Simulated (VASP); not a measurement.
Crystal: SrO.

```
Sr O
1.0
     0.00000    2.56630    2.56630
     2.56630    0.00000    2.56630
     2.56630    2.56630    0.00000
Sr O
1 1
Direct
  0.50000 0.50000 0.50000
  0.00000 0.00000 0.00000
```

| Item | Value |
| --- | --- |
| Program | VASP 6.6.1 |
| Task | relaxation of cell and atoms |
| Functional | r2SCAN |
| Potentials or basis | VASP PAW PBE potentials, release 64 (Sr_sv, O) |
| Cutoff | 600 eV |
| k mesh | 10 × 10 × 10 |
| Occupations | gaussian, width 0.03 eV |
| Spin | no spin polarisation |

At the start: pressure 2.0 GPa; volume 16.90 Å³/atom.

Q: How do energy, volume and symmetry change on relaxing?

A: Over 3 steps the energy falls by 2.2 meV/atom and the volume is 17.25 Å³/atom (+2.1 %); space group Fm-3m (No. 225, to 0.05 Å).

Step by step:
```csv
step,energy change (eV),largest force (eV/Å),pressure (GPa),volume (Å³)
1,0.0000,0.0000,2.02,33.80
2,-0.0034,0.0000,-0.90,34.85
3,-0.0043,0.0000,0.00,34.51
```

Final structure:
```yaml
crystal:
  lattice:
    - [0.00000, 2.58401, 2.58401]
    - [2.58401, 0.00000, 2.58401]
    - [2.58401, 2.58401, 0.00000]
  atoms:
    - { symbol: Sr, position: [0.50000, 0.50000, 0.50000] }
    - { symbol: O, position: [0.00000, 0.00000, 0.00000] }
```

Caveat: the PAW data sets were made with another functional, which shifts forces and pressure a little.
